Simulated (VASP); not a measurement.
Crystal: CdS (Greenockite).

```
Cd S
1.0
     4.15000    0.00000    0.00000
    -2.07500    3.59401    0.00000
     0.00000    0.00000    6.73700
Cd S
2 2
Direct
  0.66667 0.33333 0.50000
  0.33333 0.66667 0.00000
  0.66667 0.33333 0.87500
  0.33333 0.66667 0.37500
```

Base run:

| Property | Result |
| --- | --- |
| Program | VASP 6.6.1 |
| Functional | TB-mBJ |
| Potentials or basis | VASP PAW PBE potentials, release 64 (Cd, S) |
| Cutoff | 520 eV |
| k mesh | 7 × 7 × 4 |
| Occupations | fermi-dirac, width 0.05 eV |
| Spin | no spin polarisation |

Its results: band gap on the k mesh 2.71 eV, direct.

Q: After a change of settings the same cell gave: band gap on the k mesh 1.20 eV, direct. Which change was it?
A. functional from TB-mBJ to PBE; further incar settings from ALGO = Normal; EDIFF = 1e-07 to ALGO = Normal; EDIFF = 1e-08; IBRION = 8
B. functional from TB-mBJ to r2SCAN
C. functional from TB-mBJ to LAK
D. functional from TB-mBJ to TPSS; further incar settings from ALGO = Normal; EDIFF = 1e-07 to ALGO = Normal; EDIFF = 1e-06; NBANDS = 26

A: A.

Caveats: an odd mesh through Γ misses points on the zone boundary, where band edges often lie (some runs).

Not every run made on this cell is shown here.
